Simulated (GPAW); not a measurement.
Wanted: an ASE script for a GPAW 26.7.0 run.

| Quantity | Value |
| --- | --- |
| Task | single point |
| Functional | PBEsol |
| Potentials or basis | PAW data sets generated in the run's folder for this functional |
| Cutoff | 600 eV |
| Basis | pw |
| k mesh | 7 × 7 × 5 |
| Occupations | gaussian, width 0.02 eV |
| Spin | no spin polarisation |
| Maxiter | 150 |

The structure of TePt lies in TePt.xyz:

```xyz
4
Lattice="4.2628798384 0.0000000000 0.0000000000 -2.1314399192 3.6917622333 0.0000000000 0.0000000000 0.0000000000 5.6617710000" Properties=species:S:1:pos:R:3 pbc="T T T"
Pt     0.0000000000      0.0000000000      0.0000000000
Pt     0.0000000000      0.0000000000      2.8308855000
Te    -0.0000000002      2.4611748223      1.4154427500
Te     2.1314399194      1.2305874110      4.2463282500
```

Measurements of this composition are mostly on another form, of space group No. 166.

One way to write it, as run:

run.py

```python
from ase.dft.bandgap import bandgap
from ase.io import read, write
from ase.units import GPa
from gpaw import GPAW, PW, setup_paths

setup_paths.insert(0, '.')

atoms = read('TePt.xyz')

calc = GPAW(mode=PW(600),
            xc='PBEsol',
            kpts={'size': (7, 7, 5), 'gamma': True},
            occupations={'name': 'methfessel-paxton', 'order': 0, 'width': 0.02},
            nbands=39,
            convergence={'density': 1e-05, 'energy': 1e-05},
            maxiter=150,
            txt='gpaw.txt')
atoms.calc = calc
energy = atoms.get_potential_energy()
forces = atoms.get_forces()
stress = atoms.get_stress()
calc.write('gs.gpw')
write('result.traj', atoms)
print(f'Energy: {energy:.6f} eV')
print('Forces (eV/A):')
print(forces.round(4))
print('Stress (GPa):', (stress / GPa).round(3))
print('Fermi level:', round(calc.get_fermi_level(), 4), 'eV')
print(f'Gap: {bandgap(calc)[0]:.4f} eV, direct: {bandgap(calc, direct=True)[0]:.4f} eV')
```

Potentials or basis: PAW data sets generated in the run's folder for this functional, pw.

Command:

```console
$ gpaw-setup -f PBEsol Pt Te
$ OMP_NUM_THREADS=1 python run.py
```

It gave:

```json
{
  "Pressure": "-5.6 GPa",
  "Band gap on the k mesh": "none (metal or under the smearing width)"
}
```

Wall time 100 s on 1 thread of Arm Neoverse V1, on a shared host, peak memory 0.23 GiB.
